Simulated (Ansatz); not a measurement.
# MoS2: a line through a two-coordinate scan, part 1 of 2

Aim: follow the energy of MoS2 (R-3m, No. 166; 9 atoms in the cell) along one coordinate, opening across the cut, with the other held at slide along a1 + a2 (5.429 Å) = 0.583.

The COD entry's cell or inner coordinates are ideal or old and differ from later refinements, so a difference from it is no clean test against experiment.

Method: DFT PBE+D3(BJ), scalar-relativistic, plane waves, PAW, in Ansatz 0.2.0.

41 further runs of the same task are left out: 41 set aside as unsound or not needed.

## 1. The system as given

Symmetry: R-3m, No. 166, trigonal system. The conventional cell has a = 3.134 Å, b = 3.134 Å, c = 17.865 Å, α = 90.00°, β = 90.00°, γ = 120.00°. Mo (site symmetry -3m) is surrounded by 6 S at 2.42 Å. S (site symmetry 3m) has 3 Mo at 2.42 Å as nearest neighbours.

Structure file:

```
Mo S
1.0
     1.56712    0.90477    5.95499
    -1.56712    0.90477    5.95499
     0.00000   -1.80955    5.95499
Mo S
1 2
Cartesian
  0.0000 0.0000 0.0000
  0.0000 0.0000 13.5125
  0.0000 0.0000 4.3524
```

This cell was relaxed beforehand with the same method: volume 16.89 Å³/atom, gap on the mesh none (metal).

## 2. The scan

Rigid slide and opening across a plane, one cut a cell; the plane is (0 0 1) of the conventional cell, and the faces at the cut hold S and S.

First coordinate, slide along a1 + a2 (5.429 Å): 12 values from 0.000 to 0.917, periodic. Second coordinate, opening across the cut: 7 values from −0.3 to 3.2 Å.

Nothing else is relaxed (rigid halves). Energies count from the perfect crystal. Points are written as (first, second).

## 3. Point (0.583, −0.3 Å)

Contents of input.yaml:

```yaml
crystal:
  lattice:
    - [-1.5671157456, -2.7143240927, 0.0]
    - [1.5671157456, -2.7143240927, 0.0]
    - [0.0, -3.1667114415, 17.5649660373]
  atoms:
    - { symbol: Mo, position: [0.5055764891, 0.5055764891, 0.8475831616] }
    - { symbol: Mo, position: [0.2344407205, 0.2344407205, 0.1695301934] }
    - { symbol: Mo, position: [0.3700086048, 0.3700086048, 0.5085566775] }
    - { symbol: S, position: [0.6501210124, 0.6501210124, 0.5997925502] }
    - { symbol: S, position: [-0.2143111033, -0.2143111033, 0.9388190343] }
    - { symbol: S, position: [0.5145531281, 0.5145531281, 0.2607660661] }
    - { symbol: S, position: [0.9543283129, 0.9543283129, 0.0782943207] }
    - { symbol: S, position: [0.0898961972, 0.0898961972, 0.4173208048] }
    - { symbol: S, position: [0.2254640815, 0.2254640815, 0.7563472889] }
basis:
  ecutwfc: 420
kpoints:
  mp_grid: { grid: [14, 14, 3] }
hamiltonian:
  xc: pbe
  pseudopotentials: { kind: paw, azcp: { folder: soft_1 } }
  dispersion: d3bj
scf:
  occupations: { method: gaussian, width: 0.15 }
output:
  forces: true
  stress: true
  eigenvalues: true
```

Started as:

```
> ansatz run input.yaml --threads 4 --pin off --max-ram 8192MiB --backend cpu --events-out ev --progress --plain --runs-dir out
```

The log of the run, cut to the lines that bear on the results:

```text
Warning: RAYON_NUM_THREADS=4 ignored (pool sized by the plan → 4); use --threads N
[...]
Pseudopotentials: kind: paw
Pseudopotential: Mo, paw, valence charge 14, recommended cutoff 420 eV (normal), <dir>
Pseudopotential: S, paw, valence charge 6, recommended cutoff 420 eV (normal), <dir>
Functional definition: PBE
[...]
Crystal: 9 atoms, lattice volume = 149.431 Å³
Basis set: ecut = 420 eV, 2895 PW (Γ), exchange–correlation on 48×48×240 points (8 copies of the dense FFT grid, shifted against one another)
Bands: 48, of which v1, the nominal top of the filled ones, is band 39 counted from 1 (38 counted from 0)
Symmetry: 4 space group operations
Space group: C2/m (ITA 12), of the structure as read, at distance tolerance 5.3e-5 Å
k-points: 162 of 588
[...]
SCF iter   1: F=—  HF=-20291.935736 eV  |F-HF|=—  |Δ(HF+E_count)|=         —  Δρ=6.03e-2  dr2=6.96e0  ethr=3.10e-3  ⟨swp⟩=8.0  Hψ=35679  notcnv=0
[...]
SCF iter  10: F=-20289.793052 eV  HF=-20289.793052 eV  |F-HF|=1.80e-8  |Δ(HF+E_count)|=   1.42e-7  Δρ=2.48e-6  dr2=2.58e-8  ethr=1.28e-10  ⟨swp⟩=12.9  Hψ=38687  notcnv=0
[...]
SCF converged after 10 iterations
Free energy (F): -20289.793052 eV
[...]
E sigma→0 (E₀):  -20289.774787 eV
Entropy (-TS):   -0.036531 eV (-4.059 meV/atom)
Fermi energy:    12.317754 eV
[...]
--- Forces (eV/Å), atoms counted from 1 ---
  atom   1  Mo    -0.00000000     0.12830658     0.14836346
  atom   2  Mo     0.00000000    -0.12830658    -0.14836346
  atom   3  Mo     0.00000000     0.00000000     0.00000000
  atom   4  S      0.00000000     0.00098200    -0.01197000
  atom   5  S      0.00000000     0.18335997    -0.50423507
  atom   6  S      0.00000000     0.02264114    -0.00980182
  atom   7  S     -0.00000000    -0.18335997     0.50423507
  atom   8  S     -0.00000000    -0.00098200     0.01197000
[...]
--- Stress (GPa, compression-positive) ---
        0.517525      -0.000000      -0.000000
       -0.000000       1.440497      -1.041881
       -0.000000      -1.041881       0.387862
  P = ⅓ Tr σ = 0.7820 GPa (7.820 kbar)
--- Band table (eV; the first three rows and the last of 162) ---
[...]
```

Run time: 12 s. Hardware: 4 threads of AMD EPYC 7R43 (Zen 3), shared host; peak memory 1.1 GiB.

On the map this point reads 221 mJ/m².

## 4. The run at (0.583, 0.0 Å)

Contents of input.yaml:

```yaml
crystal:
  lattice:
    - [-1.5671157456, -2.7143240927, 0.0]
    - [1.5671157456, -2.7143240927, 0.0]
    - [0.0, -3.1667114415, 17.8649660373]
  atoms:
    - { symbol: Mo, position: [0.5138791667, 0.5138791667, 0.83335] }
    - { symbol: Mo, position: [0.2361013889, 0.2361013889, 0.1666833333] }
    - { symbol: Mo, position: [0.3749902778, 0.3749902778, 0.5000166667] }
    - { symbol: S, position: [0.6559964054, 0.6559964054, 0.5897204479] }
    - { symbol: S, position: [-0.2051147057, -0.2051147057, 0.9230537812] }
    - { symbol: S, position: [0.5171075165, 0.5171075165, 0.2563871146] }
    - { symbol: S, position: [0.9550952613, 0.9550952613, 0.0769795521] }
    - { symbol: S, position: [0.0939841502, 0.0939841502, 0.4103128854] }
    - { symbol: S, position: [0.2328730391, 0.2328730391, 0.7436462188] }
basis:
  ecutwfc: 420
kpoints:
  mp_grid: { grid: [14, 14, 3] }
hamiltonian:
  xc: pbe
  pseudopotentials: { kind: paw, azcp: { folder: soft_1 } }
  dispersion: d3bj
scf:
  occupations: { method: gaussian, width: 0.15 }
output:
  forces: true
  stress: true
  eigenvalues: true
```

Started as:

```
> ansatz run input.yaml --threads 4 --pin off --max-ram 8192MiB --backend cpu --events-out ev --progress --plain --runs-dir out
```

The log of the run, cut to the lines that bear on the results:

```text
[...]
SCF converged after 10 iterations
Free energy (F): -20289.856137 eV
[...]
E sigma→0 (E₀):  -20289.840049 eV
Entropy (-TS):   -0.032177 eV (-3.575 meV/atom)
Fermi energy:    12.011139 eV
[...]
--- Forces (eV/Å), atoms counted from 1 ---
  atom   1  Mo     0.00000000     0.05327179     0.12145275
  atom   2  Mo     0.00000000    -0.05327179    -0.12145275
  atom   3  Mo     0.00000000     0.00000000     0.00000000
  atom   4  S      0.00000000     0.00097374    -0.00409742
  atom   5  S      0.00000000     0.08241361    -0.19484540
  atom   6  S      0.00000000     0.00778060     0.01580093
  atom   7  S      0.00000000    -0.08241361     0.19484540
  atom   8  S      0.00000000    -0.00097374     0.00409742
[...]
--- Stress (GPa, compression-positive) ---
        0.236158       0.000000       0.000000
        0.000000       0.677908      -0.498048
        0.000000      -0.498048      -0.034424
  P = ⅓ Tr σ = 0.2932 GPa (2.932 kbar)
--- Band table (eV; the first three rows and the last of 162) ---
[...]
```

Run time: 13 s. Hardware: 4 threads of AMD EPYC 7R43 (Zen 3), shared host; peak memory 1.1 GiB.

Energy on the map's scale: 102 mJ/m².

## 5. Grid point (0.583, 0.3 Å)

Contents of input.yaml:

```yaml
crystal:
  lattice:
    - [-1.5671157456, -2.7143240927, 0.0]
    - [1.5671157456, -2.7143240927, 0.0]
    - [0.0, -3.1667114415, 18.1649660373]
  atoms:
    - { symbol: Mo, position: [0.5219076017, 0.5219076017, 0.8195869685] }
    - { symbol: Mo, position: [0.2377072044, 0.2377072044, 0.1639305068] }
    - { symbol: Mo, position: [0.379807403, 0.379807403, 0.4917587377] }
    - { symbol: S, position: [0.6616777305, 0.6616777305, 0.5799810334] }
    - { symbol: S, position: [-0.1962220708, -0.1962220708, 0.9078092642] }
    - { symbol: S, position: [0.5195775319, 0.5195775319, 0.2521528025] }
    - { symbol: S, position: [0.9558368768, 0.9558368768, 0.0757082111] }
    - { symbol: S, position: [0.0979370755, 0.0979370755, 0.403536442] }
    - { symbol: S, position: [0.2400372742, 0.2400372742, 0.7313646728] }
basis:
  ecutwfc: 420
kpoints:
  mp_grid: { grid: [14, 14, 3] }
hamiltonian:
  xc: pbe
  pseudopotentials: { kind: paw, azcp: { folder: soft_1 } }
  dispersion: d3bj
scf:
  occupations: { method: gaussian, width: 0.15 }
output:
  forces: true
  stress: true
  eigenvalues: true
```

Started as:

```
> ansatz run input.yaml --threads 4 --pin off --max-ram 8192MiB --backend cpu --events-out ev --progress --plain --runs-dir out
```

The log of the run, cut to the lines that bear on the results:

```text
Warning: RAYON_NUM_THREADS=4 ignored (pool sized by the plan → 4); use --threads N
[...]
[... 4 set-up lines as earlier in the session ...]
[...]
Crystal: 9 atoms, lattice volume = 154.535 Å³
Basis set: ecut = 420 eV, 3003 PW (Γ), exchange–correlation on 48×48×250 points (8 copies of the dense FFT grid, shifted against one another)
Bands: 48, of which v1, the nominal top of the filled ones, is band 39 counted from 1 (38 counted from 0)
[... 1 set-up line as earlier in the session ...]
Space group: C2/m (ITA 12), of the structure as read, at distance tolerance 5.4e-5 Å
k-points: 162 of 588
[...]
SCF iter   1: F=—  HF=-20292.039162 eV  |F-HF|=—  |Δ(HF+E_count)|=         —  Δρ=5.99e-2  dr2=7.10e0  ethr=3.10e-3  ⟨swp⟩=8.2  Hψ=35609  notcnv=0
[...]
SCF converged after 11 iterations
Free energy (F): -20289.858753 eV
[...]
E sigma→0 (E₀):  -20289.843753 eV
Entropy (-TS):   -0.030001 eV (-3.333 meV/atom)
Fermi energy:    11.720839 eV
[...]
--- Forces (eV/Å), atoms counted from 1 ---
  atom   1  Mo     0.00000000     0.02074689     0.08536085
  atom   2  Mo     0.00000000    -0.02074689    -0.08536085
  atom   3  Mo     0.00000000     0.00000000     0.00000000
  atom   4  S      0.00000000     0.00060537     0.00172411
  atom   5  S      0.00000000     0.03274383    -0.00489716
  atom   6  S      0.00000000     0.00223542     0.02579712
  atom   7  S      0.00000000    -0.03274383     0.00489716
  atom   8  S      0.00000000    -0.00060537    -0.00172411
[...]
--- Stress (GPa, compression-positive) ---
        0.091215       0.000000       0.000000
        0.000000       0.286392      -0.216238
        0.000000      -0.216238      -0.301169
  P = ⅓ Tr σ = 0.0255 GPa (0.255 kbar)
--- Band table (eV; the first three rows and the last of 162) ---
[...]
```

Run time: 13 s. Hardware: 4 threads of AMD EPYC 7R43 (Zen 3), shared host; peak memory 1.1 GiB.

That is 97 mJ/m² from the zero.

## 6. The run at (0.583, 1.2 Å)

Contents of input.yaml:

```yaml
crystal:
  lattice:
    - [-1.5671157456, -2.7143240927, 0.0]
    - [1.5671157456, -2.7143240927, 0.0]
    - [0.0, -3.1667114415, 19.0649660373]
  atoms:
    - { symbol: Mo, position: [0.5444769133, 0.5444769133, 0.7808967201] }
    - { symbol: Mo, position: [0.2422214278, 0.2422214278, 0.1561918381] }
    - { symbol: Mo, position: [0.3933491705, 0.3933491705, 0.4685442791] }
    - { symbol: S, position: [0.6776489125, 0.6776489125, 0.5526018642] }
    - { symbol: S, position: [-0.1712233447, -0.1712233447, 0.8649543052] }
    - { symbol: S, position: [0.5265211698, 0.5265211698, 0.2402494232] }
    - { symbol: S, position: [0.9579216857, 0.9579216857, 0.072134253] }
    - { symbol: S, position: [0.1090494285, 0.1090494285, 0.384486694] }
    - { symbol: S, position: [0.2601771713, 0.2601771713, 0.696839135] }
basis:
  ecutwfc: 420
kpoints:
  mp_grid: { grid: [14, 14, 3] }
hamiltonian:
  xc: pbe
  pseudopotentials: { kind: paw, azcp: { folder: soft_1 } }
  dispersion: d3bj
scf:
  occupations: { method: gaussian, width: 0.15 }
output:
  forces: true
  stress: true
  eigenvalues: true
```

Started as:

```
> ansatz run input.yaml --threads 4 --pin off --max-ram 8192MiB --backend cpu --events-out ev --progress --plain --runs-dir out
```

The log of the run, cut to the lines that bear on the results:

```text
Warning: RAYON_NUM_THREADS=4 ignored (pool sized by the plan → 4); use --threads N
[...]
[... 4 set-up lines as earlier in the session ...]
[...]
Crystal: 9 atoms, lattice volume = 162.192 Å³
Basis set: ecut = 420 eV, 3149 PW (Γ), exchange–correlation on 48×48×270 points (8 copies of the dense FFT grid, shifted against one another)
Bands: 48, of which v1, the nominal top of the filled ones, is band 39 counted from 1 (38 counted from 0)
[... 1 set-up line as earlier in the session ...]
Space group: C2/m (ITA 12), of the structure as read, at distance tolerance 5.5e-5 Å
k-points: 162 of 588
[...]
SCF iter   1: F=—  HF=-20291.957520 eV  |F-HF|=—  |Δ(HF+E_count)|=         —  Δρ=5.85e-2  dr2=7.15e0  ethr=3.10e-3  ⟨swp⟩=8.5  Hψ=37084  notcnv=0
[...]
SCF converged after 9 iterations
Free energy (F): -20289.756103 eV
[...]
E sigma→0 (E₀):  -20289.742035 eV
Entropy (-TS):   -0.028136 eV (-3.126 meV/atom)
Fermi energy:    10.919470 eV
[...]
--- Forces (eV/Å), atoms counted from 1 ---
  atom   1  Mo     0.00000000     0.00122827     0.01623739
  atom   2  Mo    -0.00000000    -0.00122827    -0.01623739
  atom   3  Mo     0.00000000     0.00000000    -0.00000000
  atom   4  S      0.00000000     0.00005882     0.00806631
  atom   5  S      0.00000000     0.00096696     0.13007752
  atom   6  S      0.00000000     0.00002641     0.03116050
  atom   7  S     -0.00000000    -0.00096696    -0.13007752
  atom   8  S     -0.00000000    -0.00005882    -0.00806631
[...]
--- Stress (GPa, compression-positive) ---
        0.046651       0.000000      -0.000000
        0.000000       0.058738      -0.012095
       -0.000000      -0.012095      -0.337874
  P = ⅓ Tr σ = -0.0775 GPa (-0.775 kbar)
--- Band table (eV; the first three rows and the last of 162) ---
[...]
```

Run time: 15 s. Hardware: 4 threads of AMD EPYC 7R43 (Zen 3), shared host; peak memory 1.1 GiB.

That is 291 mJ/m² from the zero.

## 7. Changed: ecutwfc 250 eV

input.yaml: that of step 6 with these lines changed.

```diff
@@ -16,3 +16,3 @@
 basis:
-  ecutwfc: 420
+  ecutwfc: "250 eV"
 kpoints:
@@ -27,3 +27,3 @@
   forces: true
+  eigenvalues: true
   stress: true
-  eigenvalues: true
```

Started as:

```
> ansatz run input.yaml --threads 4 --pin off --max-ram 8192MiB --backend cpu --events-out ev --progress --plain --runs-dir out
```

The log of the run, cut to the lines that bear on the results:

```text
Warning: basis.ecutwfc = 250 eV is below the records' recommended 420 eV, and the density's cutoff is lower with it unless basis.ecutrho_ratio is high enough to keep the records' density cutoff: compare with a run at a higher cutoff
Warning: RAYON_NUM_THREADS=4 ignored (pool sized by the plan → 4); use --threads N
[...]
[... 4 set-up lines as earlier in the session ...]
[...]
Crystal: 9 atoms, lattice volume = 162.192 Å³
Basis set: ecut = 250 eV, 1411 PW (Γ), exchange–correlation on 36×36×200 points (8 copies of the dense FFT grid, shifted against one another)
Bands: 48, of which v1, the nominal top of the filled ones, is band 39 counted from 1 (38 counted from 0)
[... 2 set-up lines as earlier in the session ...]
k-points: 162 of 588
[...]
SCF iter   9: F=-20287.841426 eV  HF=-20287.841426 eV  |F-HF|=3.61e-9  |Δ(HF+E_count)|=   2.08e-9  Δρ=1.50e-6  dr2=3.89e-9  ethr=1.28e-10  ⟨swp⟩=5.0  Hψ=27173  notcnv=0
[...]
SCF converged after 9 iterations
Free energy (F): -20287.841426 eV
[...]
E sigma→0 (E₀):  -20287.827363 eV
Entropy (-TS):   -0.028126 eV (-3.125 meV/atom)
Fermi energy:    10.916436 eV
[...]
--- Forces (eV/Å), atoms counted from 1 ---
  atom   1  Mo     0.00000000     0.00108357     0.01552035
  atom   2  Mo    -0.00000000    -0.00108357    -0.01552035
  atom   3  Mo     0.00000000     0.00000000     0.00000000
  atom   4  S      0.00000000     0.00007953     0.03707315
  atom   5  S      0.00000000     0.00109221     0.16868585
  atom   6  S      0.00000000     0.00003152     0.06005752
  atom   7  S     -0.00000000    -0.00109221    -0.16868585
  atom   8  S     -0.00000000    -0.00007953    -0.03707315
[...]
--- Stress (GPa, compression-positive) ---
       -0.165020       0.000000      -0.000000
        0.000000      -0.154344      -0.012229
       -0.000000      -0.012229       0.035259
  P = ⅓ Tr σ = -0.0947 GPa (-0.947 kbar)
--- Band table (eV; the first three rows and the last of 162) ---
[...]
```

It took 7.4 s on 4 threads of AMD EPYC 7R43 (Zen 3), shared host; peak memory 0.71 GiB.

```tsv
run	ending	energy change	pressure (GPa)	gap (eV)	force (eV/Å)	cycles	time
step 6	converged	0	-0.1	0.00	0.13	9	15 s
variant	converged	+212.7 meV/atom	-0.1	0.00	0.17	9	7.4 s
```

Changing the cutoff moves the energy by +212.7 meV/atom, and the largest force goes from 0.13 to 0.17 eV/Å. The lower cutoff gives the higher energy: the smaller basis describes the state less well. The log warns that the cutoff is under what these potentials recommend, so the shift is basis error. Cost: 7.4 s against 15 s. These settings are too coarse to quote as the system's properties.

(Continued in part 2 of 2.)
